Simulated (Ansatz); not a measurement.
Structures of AlCu3: which is lowest?

Plane-wave DFT in Ansatz with scalar-relativistic PAW potentials, cutoff 500 eV, Γ-centred meshes chosen by cell and gap, Gaussian smearing with energies taken to zero width. Every cell was relaxed (cell and atoms) in a run of its own, within the symmetry of its start. Functional: r2SCAN.

Relaxed structures (starts from databases or built by putting these elements on another compound's sites):
A. Pmmn, 8 atoms in the computed cell, a = 4.188 Å, b = 5.130 Å, c = 4.485 Å; sites (symmetry × multiplicity) Al mm2 × 2, Cu m.. × 4 + mm2 × 2; start: database
B. Fm-3m, 4 atoms in the computed cell, a = 5.781 Å; sites (symmetry × multiplicity) Al m-3m × 4, Cu -43m × 8 + m-3m × 4; start: database
C. Pm-3m, 4 atoms in the computed cell, a = 3.642 Å; sites (symmetry × multiplicity) Al m-3m × 1, Cu 4/mm.m × 3; start: database

Rank them by energy. Could pressure change the order?

```csv
structure,group,E − E(lowest) (meV/atom),V (Å³/atom),gap on mesh (eV)
A,Pmmn,0.0,12.05,0.00
C,Pm-3m,11.9,12.08,0.00
B,Fm-3m,18.8,12.08,0.00
```

A is lowest, 12 meV/atom under C. The two lowest differ in volume by under 3 %, too little for a first-order estimate of what pressure does to that pair (other pairs aren't weighed here); with rigid cells even 3 % in favour of the higher one would need about 5 GPa. Other structures may lie lower than all of these, and vibrations aren't counted.